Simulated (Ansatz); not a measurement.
# AlN: the cost of one run

Method: DFT PBE, scalar-relativistic, plane waves, PAW, in Ansatz 0.2.0.

4 further runs of the same task are left out: 1 that didn't finish, 3 set aside as unsound or not needed.

### Step 1. The system as given

Symmetry: F-43m, No. 216, cubic system. The conventional cell has a = 4.403 Å, b = 4.403 Å, c = 4.403 Å, α = 90.00°, β = 90.00°, γ = 90.00°. Al (site symmetry -43m) has 4 N at 1.91 Å as nearest neighbours. N (site symmetry -43m) is surrounded by 4 Al at 1.91 Å.

Structure file:

```cif
data_structure
_symmetry_space_group_name_H-M 'P 1'
_symmetry_Int_Tables_number 1
_cell_length_a 4.4032
_cell_length_b 4.4032
_cell_length_c 4.4032
_cell_angle_alpha 90.000
_cell_angle_beta 90.000
_cell_angle_gamma 90.000
_cell_volume 85.37
loop_
_atom_site_label
_atom_site_type_symbol
_atom_site_fract_x
_atom_site_fract_y
_atom_site_fract_z
_atom_site_occupancy
Al1 Al 0.50000 0.50000 0.00000 1
Al2 Al 0.00000 0.00000 0.00000 1
Al3 Al 0.00000 0.50000 0.50000 1
Al4 Al 0.50000 0.00000 0.50000 1
N1 N 0.75000 0.75000 0.75000 1
N2 N 0.25000 0.25000 0.75000 1
N3 N 0.25000 0.75000 0.25000 1
N4 N 0.75000 0.25000 0.25000 1
```

It goes back to an entry of the Materials Project, which need not be the stable form.

It is built from the cell relaxed beforehand with the same method (10.67 Å³/atom).

### Step 2. The reference: the undisturbed cell on the scan's mesh

input.yaml reads:

```yaml
crystal:
  lattice:
    - [4.4031742011, 0.0, 0.0]
    - [0.0, -4.4031742011, 0.0]
    - [0.0, 0.0, -4.4031742011]
  atoms:
    - { symbol: Al, position: [0.5, 0.5, 1.0] }
    - { symbol: Al, position: [0.0, 0.0, 1.0] }
    - { symbol: Al, position: [0.0, 0.5, 0.5] }
    - { symbol: Al, position: [0.5, 0.0, 0.5] }
    - { symbol: "N", position: [0.75, 0.75, 0.75] }
    - { symbol: "N", position: [0.25, 0.25, 0.75] }
    - { symbol: "N", position: [0.25, 0.75, 0.25] }
    - { symbol: "N", position: [0.75, 0.25, 0.25] }
basis:
  ecutwfc: 420
kpoints:
  mp_grid: { grid: [6, 6, 6] }
hamiltonian:
  xc: pbe
scf:
  occupations: { method: gaussian, width: 0.05 }
output:
  forces: true
  stress: true
  eigenvalues: true
```

Launch:

```bash
ansatz run input.yaml --threads 1 --pin off --max-ram 2560MiB --backend cpu --events-out ev --progress --plain --runs-dir out
```

What time and memory should one allow on 1 thread of AMD EPYC 7R43 (Zen 3), shared host?

About 3.3 s, with a peak of 0.32 GiB.
